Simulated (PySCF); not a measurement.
**¹⁷O chemical shifts**

[PySCF: coordinates at the GFN2-xTB level; NMR shieldings at PBE0/pcSseg-1/GIAO; in vacuum; single conformer; no relativistic terms; equivalent nuclei averaged]

Shieldings were converted by a linear fit to measured shifts: ¹⁷O: δ = 266.70 − 0.911σ (rms 10.7 ppm, 155 shifts, 12.2 ppm with the 3 outliers that the fit left out vs liquid water, solution or neat liquid). Occasional misses reach two or three times the rms, and more in compound classes unlike the fitted ones.

Task: Give the ¹⁷O shifts of `CCOC(=O)CCOC`, `CC1=CC[P@](=O)(CC#N)C1`, `CCC=O`, `OC1CC1`.

Result: 
```
                                                  compound                environment  δ (ppm)
[CH3:1][CH2:2][O:3][C:4](=[O:5])[CH2:6][CH2:7][O:8][CH3:9]  O5: ester carbonyl oxygen    347.9
[CH3:1][CH2:2][O:3][C:4](=[O:5])[CH2:6][CH2:7][O:8][CH3:9]    O3: ester alkoxy oxygen    166.3
[CH3:1][CH2:2][O:3][C:4](=[O:5])[CH2:6][CH2:7][O:8][CH3:9]           O8: ether oxygen    -18.5
                                    CC1=CC[P@](=O)(CC#N)C1                 P=O oxygen     81.6
                                                     CCC=O            aldehyde oxygen    589.6
                                                    OC1CC1             alcohol oxygen      1.2
```

Task: Match the shifts 589.6, 66.6, 1.6 ppm to `CC(C)CC[S@@](C)=O`, `CCC=O`, `COC1=CCCCC1`.

Result: 589.6: CCC=O (aldehyde oxygen); 66.6: COC1=CCCCC1 (ether oxygen); 1.6: CC(C)CC[S@@](C)=O (S=O oxygen).
